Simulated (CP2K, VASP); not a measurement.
This is a calculation of CoO for VASP 6.6.1. Atoms were shifted at random by some hundredths of an Å from the given cell, which wasn't relaxed again for these runs. The cell comes from a database or a generator and needn't be the stable form of this composition.

Contents of INCAR:

```
PREC = Accurate
ENCUT = 520
EDIFF = 1E-7
ISMEAR = -1
SIGMA = 0.05
LREAL = False
LASPH = True
NELM = 150
ALGO = Normal
ISIF = 2
LWAVE = False
LCHARG = True
ISPIN = 2
MAGMOM = 2 0
LORBIT = 11
LMAXMIX = 4
GGA = PE
LELF = True
LVHAR = True
NBANDS = 18
```

Contents of KPOINTS:

```
Automatic mesh
0
Gamma
  10 10 10
```

File POSCAR:

```
CoO
1.0
    2.5705263100      0.0000000000      0.0000000000
    0.0000000000      2.5705263100      0.0000000000
    0.0000000000      0.0000000000      2.5705263100
Co O
1 1
Direct
    0.0128040000      0.0027270000     -0.0036410000
    0.4838740000      0.5022530000      0.5003610000
```

Potentials or basis: VASP PAW PBE potentials, release 64 (Co, O).

Launch:

```sh
$ cat potpaw_PBE.64/Co/POTCAR potpaw_PBE.64/O/POTCAR > POTCAR
$ mpirun -np 1 vasp_std > vasp.out
```

**Question.** Translate it to CP2K 2026.2. Potentials or basis there: POTENTIAL_UZH Co GTH-PBE-q17, O GTH-PBE-q6; TZVP-MOLOPT-PBE-GTH basis.

**Answer.** As run (cutoffs and basis follow the program's own potentials, and thresholds, step limits or extra output files can differ):

coo_scf.inp

```
&GLOBAL
  PROJECT coo_scf
  RUN_TYPE ENERGY_FORCE
  PRINT_LEVEL LOW
&END GLOBAL
&FORCE_EVAL
  METHOD QS
  STRESS_TENSOR ANALYTICAL
  &DFT
    BASIS_SET_FILE_NAME BASIS_MOLOPT_UZH
    POTENTIAL_FILE_NAME POTENTIAL_UZH
    UKS T
    MULTIPLICITY 4
    &MGRID
      CUTOFF 850
      REL_CUTOFF 60
      NGRIDS 4
    &END MGRID
    &QS
      METHOD GPW
      EPS_DEFAULT 1.0E-10
    &END QS
    &KPOINTS
      SCHEME MONKHORST-PACK 10 10 10
      GAMMA_CENTERED T
      SYMMETRY T
      SYMMETRY_BACKEND SPGLIB
    &END KPOINTS
    &SCF
      SCF_GUESS ATOMIC
      EPS_SCF 1.0E-6
      MAX_SCF 150
      ADDED_MOS 13 16
      CHOLESKY OFF
      EPS_EIGVAL 1.0E-7
      &DIAGONALIZATION ON
        ALGORITHM STANDARD
      &END DIAGONALIZATION
      &MIXING ON
        METHOD PULAY_MIXING
        ALPHA 0.4
        BETA 1.5
        NBUFFER 6
      &END MIXING
      &SMEAR ON
        METHOD FERMI_DIRAC
        ELECTRONIC_TEMPERATURE 580.23
      &END SMEAR
    &END SCF
    &XC
      &XC_FUNCTIONAL PBE
      &END XC_FUNCTIONAL
    &END XC
    &PRINT
      &KPOINTS ON
      &END KPOINTS
      &MULLIKEN ON
      &END MULLIKEN
      &MO ON
        ENERGIES T
        OCCUPATION_NUMBERS T
        &EACH
          QS_SCF 0
        &END EACH
        ADD_LAST NUMERIC
      &END MO
      &LOWDIN ON
      &END LOWDIN
      &HIRSHFELD ON
        SHAPE_FUNCTION DENSITY
      &END HIRSHFELD
    &END PRINT
  &END DFT
  &SUBSYS
    &CELL
      A 2.5705263100 0.0000000000 0.0000000000
      B 0.0000000000 2.5705263100 0.0000000000
      C 0.0000000000 0.0000000000 2.5705263100
      PERIODIC XYZ
    &END CELL
    &COORD
      Co  0.0329130189 0.0070098252 -0.0093592863
      O   1.2438108477 1.2910545508 1.2861911150
    &END COORD
    &KIND Co
      BASIS_SET TZVP-MOLOPT-PBE-GTH-q17
      POTENTIAL GTH-PBE-q17
      MAGNETIZATION 3.0
    &END KIND
    &KIND O
      BASIS_SET TZVP-MOLOPT-PBE-GTH-q6
      POTENTIAL GTH-PBE-q6
    &END KIND
    &PRINT
      &ATOMIC_COORDINATES ON
      &END ATOMIC_COORDINATES
      &CELL ON
      &END CELL
    &END PRINT
  &END SUBSYS
  &PRINT
    &FORCES ON
    &END FORCES
    &STRESS_TENSOR ON
    &END STRESS_TENSOR
  &END PRINT
&END FORCE_EVAL
```

Potentials or basis: POTENTIAL_UZH Co GTH-PBE-q17, O GTH-PBE-q6; TZVP-MOLOPT-PBE-GTH basis.

Run with:

```sh
$ OMP_NUM_THREADS=1 cp2k.psmp -i coo_scf.inp -o coo_scf.out
```

Both were run:

|  | VASP | CP2K |
| --- | --- | --- |
| Pressure | 11.6 GPa | 13.7 GPa |
| Net moment | 3.00 μB per cell | 3.00 μB per cell |

The potentials hold 15 and 23 valence electrons a cell.

The magnetic state is the one that the start led to; the real crystal's order can differ.

The cell lies far from this level's equilibrium.

Pressure is positive in compression.
